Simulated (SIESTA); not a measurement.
## Ni3Ge under changes of volume

One of the cells (11.000 Å³/atom); the others are scaled copies at fixed shape and fractional positions:

```xyz
4
Lattice="3.5303 0.0000 0.0000 0.0000 3.5303 0.0000 0.0000 0.0000 3.5303" Properties=species:S:1:pos:R:3 pbc="T T T"
Ge    0.0000    0.0000    0.0000
Ni    1.7652    1.7652    0.0000
Ni    0.0000    1.7652    1.7652
Ni    1.7652    0.0000    1.7652
```

The cell comes from a database or a generator and needn't be the stable form of this composition.

```yaml
Program: SIESTA 5.4.2
Functional: LDA
Potentials_or_basis: PseudoDojo 0.4 standard (LDA files)
Basis: DZP (energy shift 0.003 Ry; two zetas on semicore shells)
Grid_cutoff: 800 Ry
Energy_shift: 0.003 Ry
k_mesh: 6 × 6 × 6
Occupations: fermi-dirac, width 0.05 eV
Spin: collinear spin, ferromagnetic start
Starting_moments: "[0.0, 1.0, 1.0, 1.0] μB"
```

```tsv
volume (Å³/atom)	energy over the lowest point (meV/atom)	pressure (GPa)
10.340	?	?
10.560	1.86	4.1
10.780	0.00	-1.3
11.000	4.77	-5.6
11.220	15.56	-10.0
11.440	31.90	-13.6
11.660	53.03	-16.9
```

**Question.** What does the run at 10.340 Å³/atom give?

**Answer.** Energy over the lowest point 11.20 meV/atom; pressure 9.6 GPa.

Worked out: A Birch-Murnaghan fit of order 3 (a polynomial in V^(-2/3)) to the other rows has its minimum at 10.73 Å³/atom with B0 = V·E''(V) = 243 GPa and B' = 4.0. It gives 11.16 meV/atom at 10.340 Å³/atom, against the run's 11.20, and -dE/dV = 9.7 GPa, against 9.6.

Energies are extrapolated to zero smearing.

Caveats: short orbitals over semicore shells can move pressures by several GPa; the basis of atomic orbitals isn't converged, which shifts pressures, moduli and gaps.
